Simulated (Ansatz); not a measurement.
# Calculated Hf-179 nuclear quadrupole resonance for HfSiO4 at a changed volume

Cell: a structure deposited in the COD, relaxed with PBE at fixed cell and then changed (volume scaled by 0.98, ions relaxed).

```cif
data_HfSiO4
_symmetry_space_group_name_H-M 'I4_1/amd:1'
_symmetry_Int_Tables_number 141
_cell_length_a 6.5284
_cell_length_b 6.5284
_cell_length_c 5.9232
_cell_angle_alpha 90.000
_cell_angle_beta 90.000
_cell_angle_gamma 90.000
loop_
_atom_site_label
_atom_site_type_symbol
_atom_site_symmetry_multiplicity
_atom_site_Wyckoff_symbol
_atom_site_fract_x
_atom_site_fract_y
_atom_site_fract_z
Hf Hf 4 a 0.0000 0.5000 0.2500
Si Si 4 b 0.5000 0.0000 0.2500
O O 16 h 0.5000 0.3141 0.8193
```

One atom of each set is listed; the run and its k-mesh use a cell of 12 atoms with edges of 5.48, 5.48, 5.48 Å.

All values are calculated (Ansatz; DFT, PBE, plane waves and PAW, scalar-relativistic, 420 eV cutoff, Γ-centred 7×7×7 k-points, Fermi–Dirac smearing 0.02 eV), not measured.

Hf-179: I = 9/2, Q = 3793 mb (year-2017 value). Static lattice, zero field.

**Question.** Predict the zero-field Hf-179 lines of each site.

**Answer.** For I = 9/2 and η = 0 the lines are |C_Q|/24 times 1, 2, 3 and 4; η shifts the lowest up most.

```
site  atoms  V_zz (10²¹ V/m²)  C_Q (MHz)     η     line frequencies (MHz)
  Hf      2             16.11       1478  0.00  61.6, 123.1, 184.7, 246.3
```

**Question.** And for ¹⁷⁷Hf (I = 7/2, Q = 3365 mb) on Hf?

**Answer.** C_Q scales with Q to 1311 MHz, with lines at 93.6, 187.3, 280.9 MHz.

An axis of threefold or higher order runs through Hf, so V_zz lies along it and η is zero.

Without spin–orbit coupling the gradients at and beside Hf can be off by some per cent, at some sites by more. At this changed cell the PBE pressure is 12 GPa.

The relaxation (3 steps) took 13 s of wall time (45 s of CPU time) and 0.75 GiB at its peak, on 4 threads of Intel Xeon Platinum 8488C (Sapphire Rapids) (x86_64; 16 cores open to the job, memory cap 8.0 GiB, no GPU), a shared host with a load of 0.4 a core.
